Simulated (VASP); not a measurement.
# InAs: band structure with HSE06

The system is InAs.

```
In As
1.0
     0.00000    3.04545    3.04545
     3.04545    0.00000    3.04545
     3.04545    3.04545    0.00000
In As
1 1
Direct
  0.00000 0.00000 0.00000
  0.25000 0.25000 0.25000
```

```yaml
Program: VASP 6.6.1
Task: band structure
Functional: HSE06
Potentials_or_basis: VASP PAW PBE potentials, release 64 (In_d, As)
Cutoff: 520 eV
k_mesh: 4 × 4 × 4
Occupations: gaussian, width 0.03 eV
Spin: spin-orbit coupling, no magnetisation
Grid_for_exact_exchange_PRECFOCK: Fast
Screening_parameter: 0.2 1/A
Further_INCAR_settings: ALGO = Normal; EDIFF = 1e-06
```

```
Pressure                                              : 0.4 GPa
Valence electrons inside the program's atomic spheres : In 11.48; As 2.86
```

Run time: 17 min on 4 MPI ranks on Intel(R) Xeon(R) Platinum 8259CL CPU @ 2.50GHz (Skylake/Cascade Lake), on a shared host, peak memory 0.41 GiB a rank.

Caveat: the k mesh is coarse (spacing up to 0.45 Å⁻¹), so the values aren't converged, least of all with exact exchange; the PAW data sets were made with another functional, which shifts forces and pressure a little.
